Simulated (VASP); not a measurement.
The system is PbSe (Clausthalite).

```
Pb Se
1.0
     0.00000    6.12130    6.12130
     6.12130    0.00000    6.12130
     6.12130    6.12130    0.00000
Pb Se
8 8
Direct
  0.00000 0.00000 0.00000
  0.00000 0.00000 0.50000
  0.00000 0.50000 0.00000
  0.00000 0.50000 0.50000
  0.50000 0.00000 0.00000
  0.50000 0.00000 0.50000
  0.50000 0.50000 0.00000
  0.50000 0.50000 0.50000
  0.25000 0.25000 0.25000
  0.25000 0.25000 0.75000
  0.25000 0.75000 0.25000
  0.25000 0.75000 0.75000
  0.75000 0.25000 0.25000
  0.75000 0.25000 0.75000
  0.75000 0.75000 0.25000
  0.75000 0.75000 0.75000
```

- Program: VASP 6.6.1
- Task: phonon dispersion
- Functional: PBE
- Potentials or basis: VASP PAW PBE potentials, release 64 (Pb_d, Se)
- Cutoff: 520 eV
- k mesh: 2 × 2 × 2
- Occupations: gaussian, width 0.03 eV
- Spin: no spin polarisation
- Long-range dipole term: yes
- Supercell matrix: [2, 0, 0, 0, 2, 0, 0, 0, 2]
- Further INCAR settings: LREAL = Auto; ALGO = Fast; EDIFF = 1e-07; IBRION = 6; POTIM = 0.015; NSW = 1

Q: Is this structure dynamically stable at this level, and how far does the spectrum reach?

A: No: the interpolated spectrum has imaginary modes, down to 78i cm⁻¹ near X. The highest frequency is 142 cm⁻¹.

Phonon frequencies at the corners of the path (cm⁻¹, interpolated; i marks imaginary ones):
```
point            frequencies
    Γ       70i 70i 0 0 0 53
    X     78i 13 13 46 62 62
    W      52 52 56 67 67 93
    K      40 41 60 65 82 91
    L  59 59 106 120 120 142
    U      40 41 60 65 82 91
```

A q mesh this small can miss soft modes between its points.

Caveat: the k mesh is coarse (spacing up to 0.44 Å⁻¹), so the values aren't converged; some modes are imaginary.
